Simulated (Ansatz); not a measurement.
# CdF2: stationary points along a deformation path

All numbers below come from DFT PBE, scalar-relativistic, plane waves, PAW (Ansatz 0.2.0). The runs took a 420 eV cutoff, a Γ-centred 8×8×8 mesh and Gaussian smearing (0.05 eV). No spin polarisation. Energies are free energies at this smearing, counted from the undisturbed cell; pressure is positive in compression.

The starting cell (as given, not relaxed at this level; it stands at 5.5 GPa):

```
Cd F
1.0
     0.00000    2.69400    2.69400
     2.69400    0.00000    2.69400
     2.69400    2.69400    0.00000
Cd F
1 2
Cartesian
  0.0000 0.0000 0.0000
  1.3470 1.3470 1.3470
  4.0410 4.0410 4.0410
```

At fixed volume and fractional coordinates, lengths along (0.577, 0.577, 0.577) are scaled against those across it; ρ is that ratio over its starting value. V = 13.035 Å³/atom. Δσ is the stress along the axis less the mean stress across it (compression positive).

| ρ | ΔE (meV/atom) | Δσ (GPa) | space group |
| --- | --- | --- | --- |
| 0.500 | 4346.6 | 435.83 | R-3m |
| 0.600 | 1458.7 | 177.78 | R-3m |
| 0.710 | 417.5 | 65.35 | R-3m |
| 0.850 | 59.0 | 16.10 | R-3m |
| 0.930 | 9.4 | 5.21 | R-3m |
| 1.000 | 0.0 | 0.00 | Fm-3m |
| 1.080 | 7.8 | -3.53 | R-3m |
| 1.200 | 38.0 | -6.85 | R-3m |
| 1.410 | 117.9 | -11.48 | R-3m |
| 1.700 | 263.1 | -17.06 | R-3m |
| 2.000 | 432.1 | -21.23 | R-3m |

Task: How does the stress give the slope of the energy, and where is the energy stationary?

Result: Along the path d ln(length) is 2/3 d ln ρ on the axis and −1/3 d ln ρ across it, so dE/d ln ρ = −(2/3) V Δσ: the energy falls with ρ where Δσ is positive. Δσ vanishes or changes sign at ρ = 1.000 (Fm-3m), a minimum at 0.0 meV/atom. Pairs of stationary points between two samples would go unseen, and could change a minimum read from distant neighbours into a maximum. At ρ = 1.000 the cell is cubic, where symmetry alone makes the stress isotropic and the slope zero.

Task: Which shear constant sets the curvature at ρ = 1?

Result: For a cubic crystal E/V = (2/3) C (ln ρ)² with C = C44, so Δσ = −2C ln ρ. The parabola of Δσ against ln ρ through ρ = 0.930, 1 and 1.080 gives C ≈ 30 GPa with the ions clamped, rough because the steps are large. It is the stress–strain coefficient at this cell's pressure of 5.5 GPa, not the zero-pressure constant.

Forces appear on the atoms along this scan, and letting them relax would lower the energy and soften the response.

Cost: 11 runs of about 0.48 core-minutes in all, on Arm Neoverse V1 (shared hosts).